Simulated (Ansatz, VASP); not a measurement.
One calculation of Ta, two programs

```
CELL_PARAMETERS angstrom
-1.69168 1.69168 1.69168
1.69168 -1.69168 1.69168
1.69168 1.69168 -1.69168
ATOMIC_POSITIONS crystal
Ta 0.00000 0.00000 0.00000
```

The cell was built by a generator and needn't be a form met in nature.

Alike in both runs: task single point; functional r2SCAN; k mesh 7 × 7 × 7; no spin polarisation.

```csv
,VASP,Ansatz
version,VASP 6.6.1,Ansatz 0.2.0
potentials or method,"VASP PAW PBE potentials, release 64 (Ta_pv)",PAW plane waves
plane-wave cutoff (eV),520,500
occupations,"fermi-dirac, width 0.1 eV",fermi-dirac
valence electrons in the cell,11,13
```

|  | VASP | Ansatz | Ansatz less VASP |
| --- | --- | --- | --- |
| gap on the k mesh at the Fermi level (eV) | none | none | - |
| pressure (GPa) | -12.7 | -13.2 | -0.45 |

A gap of «none» marks a metal or a gap that the smearing closes. The two sets of potentials don't hold the same shells in valence.

Caveats: the k mesh is coarse (spacing up to 0.38 Å⁻¹), so the values aren't converged; the PAW data sets were made with another functional, which shifts forces and pressure a little (VASP). The runs have no spin-orbit coupling, so splittings on Ta are missing.
